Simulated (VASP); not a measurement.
A run of VASP 6.6.1:

Contents of INCAR:

```
PREC     = Accurate       # precision mode
ENCUT    = 600            # plane-wave cutoff, eV
EDIFF    = 1E-7           # SCF threshold, eV
ISMEAR   = 0              # smearing method
SIGMA    = 0.03           # smearing width, eV
LREAL    = False          # projectors in reciprocal space
LASPH    = True           # aspherical terms in the spheres
NELM     = 80             # most SCF steps
ALGO     = Normal         # electronic algorithm
ISIF     = 2              # what is computed and relaxed
LWAVE    = False          # write WAVECAR
LCHARG   = False          # write CHGCAR
GGA      = PE             # functional
IBRION   = 2              # ionic algorithm
NSW      = 40             # ionic steps
EDIFFG   = -0.01          # ionic threshold
```

File KPOINTS:

```
Automatic mesh
0
Gamma
  10 10 10
```

POSCAR

```
Ge                                      
1.0
   -0.0000000000      2.8415708698      2.8415708698
    2.8415708698      0.0000000000      2.8415708698
    2.8415708698      2.8415708698      0.0000000000
  Ge            
     2
Direct
     1.0000000000000000    1.0000000000000000    1.0000000000000000
     0.2500000000000000    0.2500000000000000    0.2500000000000000
```

Potentials or basis: VASP PAW PBE potentials, release 64 (Ge_d).

The run is started by

```sh
$ cat potpaw_PBE.64/Ge_d/POTCAR > POTCAR
$ mpirun -np 1 vasp_std > vasp.out
```

Hardware: 1 thread of Intel(R) Xeon(R) 6975P-C (Granite Rapids) (shared host).

Q: How long does it take, and how much memory?

A: It took 13 s on 1 thread of Intel(R) Xeon(R) 6975P-C (Granite Rapids), on a shared host, peak memory 0.19 GiB. Counts: scf iterations 12, k points 47, ion steps 1.
